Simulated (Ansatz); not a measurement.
SnO2 under changes of volume

One of the cells (12.624 Å³/atom); the others are scaled copies at fixed shape and fractional positions:

```
Sn O
1.0
    -3.24890    3.41447    3.41402
     3.24890   -3.41447    3.41402
     3.24890    3.41447   -3.41402
Sn O
4 8
Direct
  0.50000 0.00000 0.00000
  0.50000 0.50000 0.50000
  0.00360 0.75360 0.25000
  0.99640 0.24640 0.75000
  0.80650 0.80377 0.49728
  0.80650 0.30922 0.00272
  0.30244 0.24594 0.05649
  0.68944 0.24594 0.44350
  0.31056 0.75406 0.55649
  0.19350 0.69078 0.99728
  0.69756 0.75406 0.94351
  0.19350 0.19623 0.50272
```

The cell is a database's computed one.

* Program: Ansatz 0.2.0
* Functional: PBEsol
* Potentials or basis: Ansatz PAW
* Cutoff: 420 eV (not typed: the program's choice for these potentials)
* k mesh: 6 × 6 × 6
* Occupations: fermi-dirac, width 0.05 eV
* Spin: no spin polarisation

```tsv
volume (Å³/atom)	energy over the lowest point (meV/atom)	pressure (GPa)	gap on the mesh (eV)	largest force (eV/Å)
11.867	5.11	5.5	1.22	0.131
12.119	0.00	1.0	0.98	0.057
12.372	?	?	?	?
12.624	9.25	-6.6	0.53	0.098
12.877	22.16	-9.7	0.33	0.158
13.129	39.71	-12.5	0.13	0.214
13.382	61.30	-14.9	none	0.265
```

Task: What does the run at 12.372 Å³/atom give?

Result: Energy over the lowest point 1.70 meV/atom; pressure -3.0 GPa; gap on the mesh 0.75 eV; largest force 0.057 eV/Å.

Worked out: A Birch-Murnaghan fit of order 3 (a polynomial in V^(-2/3)) to the other rows has its minimum at 12.18 Å³/atom with B0 = V·E''(V) = 201 GPa and B' = 5.1 at fixed shape and positions, which overstates the stiffness. It gives 1.64 meV/atom at 12.372 Å³/atom, against the run's 1.70, and -dE/dV = -3.0 GPa, against -3.0.

Energies are extrapolated to zero smearing.

Caveats: the PAW data sets come from PBE, with cores solved anew for the run's functional, which leaves a small shift of forces and pressure; spin-orbit coupling is left out, which moves the levels of the heavy elements (some runs).

A gap of «none» marks a metal or a gap under the smearing width.
